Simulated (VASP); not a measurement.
# PbS (P4mm) in VASP: a series of runs

One crystal, PbS, is run at these levels: LDA; tasks: single point.

Program: VASP 6.6.1. These are calculated values, not measurements. Logs are shortened: lines on timing, memory, paths and dates and some standing lists are left out, and cuts for length are marked.

## 1. The cell of the first run

The structure is tetragonal, space group P4mm (No. 99). Conventional cell: a = 3.654 Å, b = 3.654 Å, c = 3.654 Å, α = 90.00°, β = 90.00°, γ = 90.00°. Pb (site symmetry 4mm) is surrounded by 8 S at 2.96 to 3.39 Å. Around S (site symmetry 4mm) lie 8 Pb at 2.96 to 3.39 Å.

Measurements of this composition are mostly on another form, of space group No. 225.

## 2. Single point, LDA (all S atoms moved +0.375 Å, as atom 2 along Cartesian [0 0 1])

Contents of INCAR:

```
SYSTEM = PbS
PREC = Accurate
ENCUT = 520
EDIFF = 1E-7
ISMEAR = 0
SIGMA = 0.15
LREAL = .False.
LASPH = .True.
NELM = 100
ALGO = Fast
ISIF = 2
LWAVE = .False.
LCHARG = .False.
GGA = CA
NBANDS = 17
```

Contents of KPOINTS:

```
regular mesh
0
Gamma
  14 14 14
  0 0 0
```

Contents of POSCAR:

```
PbS
1.0
    3.6536590000      0.0000000000      0.0000000000
    0.0000000000      3.6536590000      0.0000000000
    0.0000000000      0.0000000000      3.6536590000
Pb S
1 1
Direct
    0.0000000000      0.0000000000      0.0000000000
    0.5000000000      0.5000000000      0.6026368361
```

Potentials or basis: VASP PAW LDA potentials, release 64 (Pb_d, S).

Started as:

```bash
$ cat potpaw_LDA.64/Pb_d/POTCAR potpaw_LDA.64/S/POTCAR > POTCAR
$ mpirun -np 1 vasp_std > vasp.out
```

OUTCAR:

```text
SYSTEM = PbS
   PREC = Accurate
   ENCUT = 520
   EDIFF = 1E-7
   ISMEAR = 0
   LREAL = .False.
   LASPH = .True.
   NELM = 100
   ISIF = 2
   GGA = CA

 ion  position               nearest neighbor table
   1  0.000  0.000  0.000-   2 2.96   2 2.96   2 2.96   2 2.96   2 3.39   2 3.39   2 3.39   2 3.39

   2  0.500  0.500  0.603-   1 2.96   1 2.96   1 2.96   1 2.96   1 3.39   1 3.39   1 3.39   1 3.39

  LATTYP: Found a simple cubic cell.
 ALAT       =     3.6536590000

  Lattice vectors:

 A1 = (   3.6536590000,   0.0000000000,   0.0000000000)
 A2 = (   0.0000000000,   3.6536590000,   0.0000000000)
 A3 = (   0.0000000000,   0.0000000000,   3.6536590000)

Analysis of symmetry for initial positions (statically):
=====================================================================
 Subroutine PRICEL returns:
 Original cell was already a primitive cell.

 Routine SETGRP: Setting up the symmetry group for a
 simple cubic supercell.

 Subroutine GETGRP returns: Found  8 space group operations
 (whereof  8 operations were pure point group operations)
 out of a pool of 48 trial point group operations.

The static configuration has the point symmetry C_4v.

Analysis of symmetry for dynamics (positions and initial velocities):
=====================================================================
 Subroutine PRICEL returns:
 Original cell was already a primitive cell.

 Routine SETGRP: Setting up the symmetry group for a
 simple cubic supercell.

 Subroutine GETGRP returns: Found  8 space group operations
 (whereof  8 operations were pure point group operations)
 out of a pool of 48 trial point group operations.

The dynamic configuration has the point symmetry C_4v.

 Subroutine INISYM returns: Found  8 space group operations
 (whereof  8 operations are pure point group operations),
 and found     1 'primitive' translations

----------------------------------------------------------------------------------------

                                     Primitive cell

  volume of cell :      48.7735

  direct lattice vectors                    reciprocal lattice vectors
     3.653659000  0.000000000  0.000000000     0.273698230  0.000000000  0.000000000
     0.000000000  3.653659000  0.000000000     0.000000000  0.273698230  0.000000000
     0.000000000  0.000000000  3.653659000     0.000000000  0.000000000  0.273698230

  length of vectors
     3.653659000  3.653659000  3.653659000     0.273698230  0.273698230  0.273698230

  position of ions in fractional coordinates (direct lattice)
     0.000000000  0.000000000  0.000000000
     0.500000000  0.500000000  0.602636836

  ion indices of the primitive-cell ions
   primitive index   ion index
                 1           1
                 2           2

----------------------------------------------------------------------------------------

 KPOINTS: regular mesh

Automatic generation of k-mesh.
 Grid dimensions read from file:
 generate k-points for:   14   14   14

 Generating k-lattice:

  Cartesian coordinates                     Fractional coordinates (reciprocal lattice)
     0.019549874  0.000000000  0.000000000     0.071428571  0.000000000  0.000000000
     0.000000000  0.019549874  0.000000000     0.000000000  0.071428571  0.000000000
     0.000000000  0.000000000  0.019549874     0.000000000  0.000000000  0.071428571

  Length of vectors
     0.019549874  0.019549874  0.019549874

  Shift w.r.t. Gamma in fractional coordinates (k-lattice)
     0.000000000  0.000000000  0.000000000

 Subroutine IBZKPT returns following result:
 ===========================================

 Found    288 irreducible k-points:

 Following reciprocal coordinates:
            Coordinates               Weight
  0.000000  0.000000  0.000000      1.000000
  0.071429  0.000000  0.000000      4.000000
  0.000000  0.000000  0.071429      2.000000
  0.142857  0.000000  0.000000      4.000000
  0.000000  0.000000  0.142857      2.000000
  0.214286  0.000000  0.000000      4.000000
[... 16 lines left out ...]
  0.071429  0.000000  0.214286      8.000000
  0.285714  0.071429  0.000000      8.000000
 [... further k-points ...]
   k-points           NKPTS =    288   k-points in BZ     NKDIM =    288   number of bands    NBANDS=     17
   number of dos      NEDOS =    301   number of ions     NIONS =      2
   total plane-waves  NPLWV =  21952
   dimension x,y,z NGX =    28 NGY =   28 NGZ =   28
   dimension x,y,z NGXF=    56 NGYF=   56 NGZF=   56
   ions per type =               1   1
   NGX,Y,Z   is equivalent  to a cutoff of  12.74, 12.74, 12.74 a.u.
   NGXF,Y,Z  is equivalent  to a cutoff of  25.48, 25.48, 25.48 a.u.
 SYSTEM =  PbS
   PREC   = accura    normal or accurate (medium, high low for compatibility)
   ISTART =      0    job   : 0-new  1-cont  2-samecut
   ICHARG =      2    charge: 1-file 2-atom 10-const
   ISPIN  =      1    spin polarized calculation?
   LNONCOLLINEAR =      F non collinear calculations
   LSORBIT =      F    spin-orbit coupling
   LASPH  =      T    aspherical Exc in radial PAW
   ENCUT  =  520.0 eV  38.22 Ry    6.18 a.u.   6.79  6.79  6.79*2*pi/ulx,y,z
   NELM   =    100;   NELMIN=  2; NELMDL= -5     # of ELM steps
   EDIFF  = 0.1E-06   stopping-criterion for ELM
   LREAL  =      F    real-space projection
   EDIFFG = 0.1E-05   stopping-criterion for IOM
   NSW    =      0    number of steps for IOM
   IBRION =     -1    ionic relax: 0-MD 1-quasi-New 2-CG
   NFREE  =      0    steps in history (QN), initial steepest desc. (CG)
   ISIF   =      2    stress and relaxation
   ISYM   =      2    0-nonsym 1-usesym 2-fastsym
   POTIM  = 0.5000    time-step for ionic-motion
   TEBEG  =    0.0;   TEEND  =   0.0 temperature during run
   PSTRESS=    0.0 pullay stress
   NELECT =      20.0000    total number of electrons
   NUPDOWN=      -1.0000    fix difference up-down
   EMIN   =  10.00;   EMAX   =-10.00  energy-range for DOS
   EFERMI =   0.00;   METHOD = LEGACY
   ISMEAR =     0;   SIGMA  =   0.15  broadening in eV -4-tet -1-fermi 0-gaus
   EFERMI_NEDOS =   21; number of points for ismear=-14 and -15
   IALGO  =     68    algorithm
   IMIX   =      4    mixing-type and parameters
     AMIX     =   0.40;   BMIX     =  1.00
     AMIX_MAG =   1.60;   BMIX_MAG =  1.00
  volume/ion in A,a.u.               =      24.39       164.57
  Fermi-wavevector in a.u.,A,eV,Ry     =   1.216252  2.298383 20.126668  1.479268
  Thomas-Fermi vector in A             =   2.351612
   LORBIT       =      0    0 simple, 1 ext, 2 COOP (PROOUT), +10 PAW based schemes
   GGA     = CA    functional components
   LHFCALC =     F    Hartree Fock is set to
   AEXX    =    0.0000 exact exchange contribution
   IVDW    =     0    specifies the selected vdW correction
   LEPSILON=     F    determine dielectric tensor
   LRPA    =     F    only Hartree local field effects (RPA)
 non-spin polarized calculation
 RMM-DIIS sequential band-by-band and
 Gauss-broadening in eV      SIGMA  =   0.15
  energy-cutoff  :      520.00
  volume of cell :       48.77
 maximum number of plane-waves:      1357
 NGX is ok and might be reduce to    28
   NGX = 13   NGY = 13   NGZ = 13

 number of electron      19.9999995 magnetization

 Free energy of the ion-electron system (eV)
  ---------------------------------------------------
  ext. energy  EPLUGINS =         0.00000000
  ---------------------------------------------------
  free energy    TOTEN  =        -9.57437430 eV

  energy without entropy =       -9.56865055  energy(sigma->0) =       -9.57151242

 E-fermi :   5.8262     XC(G=0): -10.4469

 val. band max:        5.7984608769   @ k =   0.1429   0.2143   0.2143
 cond. band min:       5.8401443996   @ k =   0.5000   0.3571   0.3571
 fundamental gap:      0.0416835227
 Fermi energy:         5.8262185449

 k-point     1 :       0.0000    0.0000    0.0000
  band No.  band energies     occupation
      1     -10.8865      2.00000
      2     -10.8638      2.00000
      3     -10.6718      2.00000
      4     -10.6718      2.00000
      5     -10.6547      2.00000
      6      -7.3678      2.00000
[... 9 lines left out ...]
     16      18.2088      0.00000
     17      18.3005      0.00000

 k-point     2 :       0.0714    0.0000    0.0000
  band No.  band energies     occupation
      1     -10.8843      2.00000
      2     -10.8572      2.00000
      3     -10.6753      2.00000
      4     -10.6716      2.00000
      5     -10.6578      2.00000
      6      -7.3223      2.00000
[... 9 lines left out ...]
     16      18.1164      0.00000
     17      18.1803      0.00000

 k-point     3 :       0.0000    0.0000    0.0714
  band No.  band energies     occupation
      1     -10.8787      2.00000
      2     -10.8633      2.00000
      3     -10.6747      2.00000
      4     -10.6747      2.00000
      5     -10.6544      2.00000
      6      -7.3269      2.00000
[... 9 lines left out ...]
     16      18.2337      0.00000
     17      18.4821      0.00000

 k-point     4 :       0.1429    0.0000    0.0000
  band No.  band energies     occupation
      1     -10.8806      2.00000
      2     -10.8364      2.00000
      3     -10.6849      2.00000
      4     -10.6715      2.00000
      5     -10.6659      2.00000
      6      -7.1878      2.00000
[... 9 lines left out ...]
     16      17.8694      0.00000
     17      17.9930      0.00000
[... 343 lines left out ...]
      1     -10.8705      2.00000
      2     -10.8027      2.00000
      3     -10.7030      2.00000
      4     -10.6805      2.00000
      5     -10.6711      2.00000
      6      -6.9318      2.00000
[... 9 lines left out ...]
     16      17.2040      0.00000
     17      17.6630      0.00000

 k-point    23 :       0.0714    0.0000    0.2143
  band No.  band energies     occupation
      1     -10.8541      2.00000
      2     -10.8222      2.00000
      3     -10.6996      2.00000
      4     -10.6944      2.00000
      5     -10.6555      2.00000
      6      -6.9721      2.00000
[... 9 lines left out ...]
     16      17.3476      0.00000
     17      17.5286      0.00000

 k-point    24 :       0.2857    0.0714    0.0000
  band No.  band energies     occupation
      1     -10.8686      2.00000
      2     -10.7655      2.00000
      3     -10.7148      2.00000
      4     -10.6992      2.00000
      5     -10.6703      2.00000
      6      -6.6466      2.00000
[... 9 lines left out ...]
     16      16.4291      0.00000
     17      17.6853      0.00000

 [... further k-points ...]
[... 5 lines left out ...]
  --------------------------------------------------------------------------------------
  -------------------------------------------------------------------------------------
  Total       -1.2399944     -1.2399944     -0.6731537      0.0000000      0.0000000      0.0000000
  in kB      -40.7329869    -40.7329869    -22.1126495      0.0000000      0.0000000      0.0000000
  external PRESSURE =     -34.5262078 kB  Pullay stress =       0.0000000 kB

 VOLUME and BASIS-vectors are now :
 -----------------------------------------------------------------------------
  energy-cutoff  :      520.00
  volume of cell :       48.77
      direct lattice vectors                 reciprocal lattice vectors
     3.653659000  0.000000000  0.000000000     0.273698230  0.000000000  0.000000000
     0.000000000  3.653659000  0.000000000     0.000000000  0.273698230  0.000000000
     0.000000000  0.000000000  3.653659000     0.000000000  0.000000000  0.273698230

 POSITION                                       TOTAL-FORCE (eV/Angst)
 -----------------------------------------------------------------------------------
      0.00000      0.00000      0.00000        -0.000000      0.000000     -0.219359
      1.82683      1.82683      2.20183         0.000000     -0.000000      0.219359
 -----------------------------------------------------------------------------------
    total drift:                               -0.000000     -0.000000      0.000416

  FREE ENERGIE OF THE ION-ELECTRON SYSTEM (eV)
  ---------------------------------------------------
  free  energy   TOTEN  =        -9.5743742988 eV

  energy  without entropy=       -9.5686505488  energy(sigma->0) =       -9.57151242
```

Run time: 86 s. Hardware: 1 thread of Intel Xeon 6975P-C (Granite Rapids), shared host; peak memory 0.32 GiB.

Results:

```
Free energy            : -9.5744 eV
Pressure               : -3.5 GPa
Largest force          : 0.219 eV/Å
Band gap on the k mesh : none (metal or under the smearing width)
```

Forces on the atoms (eV/Å):
```
Pb   0.000  0.000 -0.219
S    0.000  0.000  0.219
```

The run has no spin-orbit coupling, so splittings on Pb are missing.

## 3. Single point, LDA (all S atoms moved -0.250 Å, as atom 2 along Cartesian [0 0 1])

Contents of INCAR:

```
PREC = Accurate
ENCUT = 520
EDIFF = 1E-6
ISMEAR = 0
SIGMA = 0.15
LREAL = False
LASPH = True
NELM = 100
ALGO = Fast
ISIF = 2
LWAVE = False
LCHARG = True
LELF = True
LVHAR = True
NBANDS = 17
```

Contents of KPOINTS:

```
regular mesh
0
Gamma
  14 14 14
```

Edit POSCAR of step 2 so:

```diff
@@ -9,2 +9,2 @@
     0.0000000000      0.0000000000      0.0000000000
-    0.5000000000      0.5000000000      0.6026368361
+    0.5000000000      0.5000000000      0.4315754426
```

Potentials or basis: VASP PAW LDA potentials, release 64 (Pb_d, S).

Started as:

```bash
$ cat potpaw_LDA.64/Pb_d/POTCAR potpaw_LDA.64/S/POTCAR > POTCAR
$ mpirun -np 1 vasp_std > vasp.out
```

It took 81 s on 1 thread of Intel Xeon 6975P-C (Granite Rapids), shared host; peak memory 0.32 GiB.

Results (log left out):

```yaml
Free_energy: -9.5426 eV
Pressure: -4.4 GPa
Largest_force: 0.263 eV/Å
Band_gap_on_the_k_mesh: none (metal or under the smearing width)
```

Forces in eV/Å, atoms in the order of the input:
```
Pb   0.000  0.000  0.263
S    0.000  0.000 -0.263
```

Stress tensor (GPa, compression positive):
```
-4.68  0.00  0.00
 0.00 -4.68  0.00
 0.00  0.00 -3.73
```

Levels at points of the mesh, in eV from the Fermi level:
| k point | band 6 | band 7 | band 8 | band 9 | band 10 | band 11 | band 12 | band 13 | band 14 | band 15 |
| --- | --- | --- | --- | --- | --- | --- | --- | --- | --- | --- |
| (0.00, 0.00, 0.00) | -13.12 | -6.64 | -1.62 | -1.62 | -1.45 | 4.66 | 5.44 | 6.54 | 6.54 | 7.38 |
| (0.50, 0.00, 0.00) | -11.77 | -9.05 | -0.60 | -0.46 | -0.07 | 0.53 | 3.85 | 4.05 | 6.73 | 9.04 |
| (0.00, 0.00, 0.50) | -11.88 | -8.81 | -0.56 | -0.56 | -0.37 | 0.52 | 4.07 | 4.07 | 6.64 | 9.26 |
| (0.50, 0.50, 0.00) | -10.97 | -7.27 | -4.49 | -4.49 | -0.19 | 4.28 | 4.28 | 5.78 | 7.17 | 9.42 |
| (0.00, 0.50, 0.50) | -11.02 | -7.38 | -4.35 | -4.29 | -0.27 | 4.09 | 4.12 | 5.72 | 7.21 | 9.55 |
| (0.50, 0.50, 0.50) | -10.74 | -5.98 | -2.63 | -2.63 | -2.31 | -0.51 | -0.18 | -0.18 | 13.39 | 13.39 |

## 4. Single point, LDA (all S atoms moved -0.500 Å, as atom 2 along Cartesian [0 0 1])

Contents of INCAR:

```
  PREC = Accurate
  ENCUT = 520
  EDIFF = 1E-6
  ISMEAR = 0
  SIGMA = 0.15
  LREAL = F
  LASPH = T
  NELM = 100
  ALGO = Fast
  ISIF = 2
  LWAVE = F
  LCHARG = F
  GGA = CA
  NBANDS = 17
```

Contents of KPOINTS:

```
Automatic mesh
0
Gamma
  14 14 14
```

Edit POSCAR of step 3 so:

```diff
@@ -9,2 +9,2 @@
     0.0000000000      0.0000000000      0.0000000000
-    0.5000000000      0.5000000000      0.4315754426
+    0.5000000000      0.5000000000      0.3631508852
```

Potentials or basis: VASP PAW LDA potentials, release 64 (Pb_d, S).

Started as:

```bash
$ cat potpaw_LDA.64/Pb_d/POTCAR potpaw_LDA.64/S/POTCAR > POTCAR
$ mpirun -np 1 vasp_std > vasp.out
```

OUTCAR:

```text
PREC = Accurate
   ENCUT = 520
   EDIFF = 1E-6
   ISMEAR = 0
   LREAL = F
   LASPH = T
   NELM = 100
   ISIF = 2
   GGA = CA

 ion  position               nearest neighbor table
   1  0.000  0.000  0.000-   2 2.90   2 2.90   2 2.90   2 2.90
   2  0.500  0.500  0.363-   1 2.90   1 2.90   1 2.90   1 2.90

  LATTYP: Found a simple cubic cell.
 ALAT       =     3.6536590000

  Lattice vectors:

 A1 = (   3.6536590000,   0.0000000000,   0.0000000000)
 A2 = (   0.0000000000,   3.6536590000,   0.0000000000)
 A3 = (   0.0000000000,   0.0000000000,   3.6536590000)
[... 192 lines left out ...]
      6      -7.4758      2.00000
[... 457 lines left out ...]
      4     -10.6637      2.00000
      5     -10.6393      2.00000
      6      -6.7408      2.00000
[... 9 lines left out ...]
     16      16.2516      0.00000
     17      17.5899      0.00000

 [... further k-points ...]
[... 5 lines left out ...]
  --------------------------------------------------------------------------------------
  -------------------------------------------------------------------------------------
  Total       -0.9395939     -0.9395939     -0.1906993      0.0000000      0.0000000      0.0000000
  in kB      -30.8650316    -30.8650316     -6.2643438      0.0000000      0.0000000      0.0000000
  external PRESSURE =     -22.6648023 kB  Pullay stress =       0.0000000 kB

 VOLUME and BASIS-vectors are now :
 -----------------------------------------------------------------------------
  energy-cutoff  :      520.00
  volume of cell :       48.77
      direct lattice vectors                 reciprocal lattice vectors
     3.653659000  0.000000000  0.000000000     0.273698230  0.000000000  0.000000000
     0.000000000  3.653659000  0.000000000     0.000000000  0.273698230  0.000000000
     0.000000000  0.000000000  3.653659000     0.000000000  0.000000000  0.273698230

 POSITION                                       TOTAL-FORCE (eV/Angst)
 -----------------------------------------------------------------------------------
      0.00000      0.00000      0.00000         0.000000     -0.000000      0.038256
      1.82683      1.82683      1.32683        -0.000000      0.000000     -0.038256
 -----------------------------------------------------------------------------------
    total drift:                               -0.000000      0.000000     -0.001295

  FREE ENERGIE OF THE ION-ELECTRON SYSTEM (eV)
  ---------------------------------------------------
  free  energy   TOTEN  =        -9.5916457030 eV

  energy  without entropy=       -9.5853340150  energy(sigma->0) =       -9.58848986
```

stdout:

```text
POSCAR found type information on POSCAR PbS
 POSCAR found :  2 types and       2 ions
 scaLAPACK will be used
 LDA part: xc-table for (Slater(with rela. corr.)+CA(PZ))
 , standard interpolation
 POSCAR, INCAR and KPOINTS ok, starting setup
 FFT: planning ... GRIDC
 FFT: planning ... GRID_SOFT
 FFT: planning ... GRID
 WAVECAR not read
 entering main loop
```

It took 83 s on 1 thread of Intel Xeon 6975P-C (Granite Rapids), shared host; peak memory 0.32 GiB.

What came out:

- Free energy: -9.5916 eV
- Pressure: -2.3 GPa
- Largest force: 0.038 eV/Å
- Band gap on the k mesh: none (metal or under the smearing width)

Forces in eV/Å, atoms in the order of the input:
```
Pb   0.000  0.000  0.038
S    0.000  0.000 -0.038
```

Levels at points of the mesh, in eV from the Fermi level:
```tsv
k point	band 6	band 7	band 8	band 9	band 10	band 11	band 12	band 13	band 14	band 15
(0.00, 0.00, 0.00)	-13.28	-6.44	-1.81	-1.81	-1.15	3.68	5.39	6.78	6.78	8.75
(0.50, 0.00, 0.00)	-11.87	-9.11	-0.83	-0.60	-0.05	1.01	3.78	4.55	6.84	8.59
(0.00, 0.00, 0.50)	-12.24	-8.28	-0.93	-0.93	-0.84	0.89	4.60	4.60	6.52	9.42
(0.50, 0.50, 0.00)	-11.01	-7.26	-4.65	-4.65	-0.13	4.67	4.67	5.68	7.19	9.20
(0.00, 0.50, 0.50)	-11.20	-7.63	-4.13	-3.88	-0.40	3.93	4.02	5.45	7.38	9.68
(0.50, 0.50, 0.50)	-10.78	-6.00	-3.21	-3.21	-2.24	-0.41	0.60	0.60	12.87	12.87
```

## 5. Overview

```csv
cell,further INCAR settings,gap on the mesh (eV),pressure (GPa),largest force (eV/Å)
"all S atoms moved +0.375 Å, as atom 2 along Cartesian [0 0 1]",ALGO = Fast; EDIFF = 1e-07; NBANDS = 17,none,-3.5,0.22
"all S atoms moved -0.250 Å, as atom 2 along Cartesian [0 0 1]",ALGO = Fast; EDIFF = 1e-06; NBANDS = 17,none,-4.4,0.26
"all S atoms moved -0.500 Å, as atom 2 along Cartesian [0 0 1]",ALGO = Fast; EDIFF = 1e-06; NBANDS = 17,none,-2.3,0.04
```

Alike in all rows: task single point; level LDA; potentials or basis VASP PAW LDA potentials, release 64 (Pb_d, S); no spin polarisation; k mesh 14 × 14 × 14; cutoff (eV) 520; smearing gaussian 0.15 eV.

Total energies depend on the potentials used, so only differences within one code and one set of settings carry meaning.
